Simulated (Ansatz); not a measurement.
# In (In, hcp): the cost of one run

Computed with Ansatz 0.2.0 (DFT revPBE, plane waves (420 eV) with PAW, scalar-relativistic; PBE-made PAW files, unless a step says otherwise).

### 1 The starting structure

It takes space group P6_3/mmc (No. 194, hexagonal). The conventional cell has a = 3.331 Å, b = 3.331 Å, c = 5.440 Å, α = 90.00°, β = 90.00°, γ = 120.00°. Around In (site symmetry -6m2) lie 12 In at 3.33 Å.

Coordinates:

```
In
1.0
     3.33139    0.00000    0.00000
    -1.66570    2.88507    0.00000
     0.00000    0.00000    5.44017
In
2
Direct
  0.33333 0.66667 0.25000
  0.66667 0.33333 0.75000
```

### 2 Relaxing cell and atoms

Contents of input.yaml:

```yaml
crystal:
  lattice:
    - [3.3313943041, 0.0, 0.0]
    - [-1.665697152, 2.8850720974, 0.0]
    - [0.0, 0.0, 5.4401668986]
  atoms:
    - { symbol: In, position: [0.3333333333, 0.6666666667, 0.25] }
    - { symbol: In, position: [0.6666666667, 0.3333333333, 0.75] }
hamiltonian:
  xc: revpbe
  pseudopotentials:
    kind: paw
    azcp:
      In: "pseudopotentials/In.paw.azcp"
basis:
  ecutwfc: 420
  fft_grid_basis: typed
kpoints:
  mp_grid: { grid: [11, 11, 6], shift: [0, 0, 0] }
magnetization:
  spin_polarized: false
scf:
  occupations: { method: fermi_dirac, width: 0.1 }
relax:
  max_steps: 60
  f_tol: 0.01
  cell: {}
output:
  write_density: true
  write_potential: true
  elf: true
  volumetric_format: npy
```

**Question.** How long does this run take on 2 threads of Arm Neoverse V2, shared host, and how much memory does it need?

About 7.4 s, with a peak of 0.35 GiB.
